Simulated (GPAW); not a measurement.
Input of a GPAW 26.7.0 run:

The input run.py:

```python
from ase import Atoms
from ase.filters import FrechetCellFilter
from ase.io import write
from ase.optimize import BFGS
from gpaw import GPAW, PW, setup_paths

setup_paths.insert(0, '.')

atoms = Atoms(['Mo'],
              cell=[[-1.5838089719, 1.5838089719, 1.5838089719],
                    [1.5838089719, -1.5838089719, 1.5838089719],
                    [1.5838089719, 1.5838089719, -1.5838089719]],
              scaled_positions=[[0.0, 0.0, 0.0]],
              pbc=True)

calc = GPAW(mode=PW(600),
            xc='PBEsol',
            kpts={'size': (12, 12, 12), 'gamma': True},
            occupations={'name': 'fermi-dirac', 'width': 0.05},
            nbands=16,
            convergence={'density': 1e-05, 'forces': 0.0001},
            maxiter=150,
            txt='gpaw.txt')
atoms.calc = calc
opt = BFGS(FrechetCellFilter(atoms), trajectory='relax.traj', logfile='-')
done = opt.run(fmax=0.02, steps=60)
calc.write('gs.gpw')
write('result.traj', atoms)
print('Converged:', done)
print('Cell:', atoms.cell.cellpar().round(4))
print('Volume:', round(atoms.get_volume(), 4))
print(atoms.get_scaled_positions().round(5))
```

Potentials or basis: PAW data sets generated in the run's folder for this functional, pw.

Run with:

```sh
$ gpaw-setup -f PBEsol Mo
$ OMP_NUM_THREADS=1 python run.py
```

Task: Predict the space group after relaxing (to 0.05 Å).

Result: Im-3m (No. 229).

Task: Predict the relaxed cell.

Result: a = 2.708 Å, b = 2.708 Å, c = 2.708 Å, α = 109.47°, β = 109.47°, γ = 109.47°.

Final structure:
```
Mo
1.0
    -1.56368    1.56368    1.56368
     1.56368   -1.56368    1.56368
     1.56368    1.56368   -1.56368
Mo
1
Direct
  0.00000 0.00000 0.00000
```

Caveat: later steps reuse the first step's grids.
